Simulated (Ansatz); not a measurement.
Sb:

```
CELL_PARAMETERS angstrom
-1.87134 1.87134 1.87134
1.87134 -1.87134 1.87134
1.87134 1.87134 -1.87134
ATOMIC_POSITIONS crystal
Sb 0.00000 0.00000 0.00000
```

This isn't the form of Sb at room conditions, which is rhombohedral.

Base run:

```yaml
Program: Ansatz 0.2.0
Functional: revPBE
Potentials_or_basis: Ansatz PAW
Cutoff: "420 eV (not typed: the program's choice for these potentials)"
k_mesh: 10 × 10 × 10
Occupations: fermi-dirac, width 0.05 eV
Spin: no spin polarisation
```

Its results: band gap on the k mesh none (metal or under the smearing width); pressure 4.2 GPa.

Q: The run is repeated on the same cell with these changes: functional from revPBE to PBEsol. What comes out?

A: Band gap on the k mesh none (metal or under the smearing width); pressure 0.0 GPa.

PBEsol binds more tightly than revPBE, so the same cell stands under less pressure.

Caveats: spin-orbit coupling is left out, which moves the levels of the heavy elements; the PAW data sets come from PBE, with cores solved anew for the run's functional, which leaves a small shift of forces and pressure.
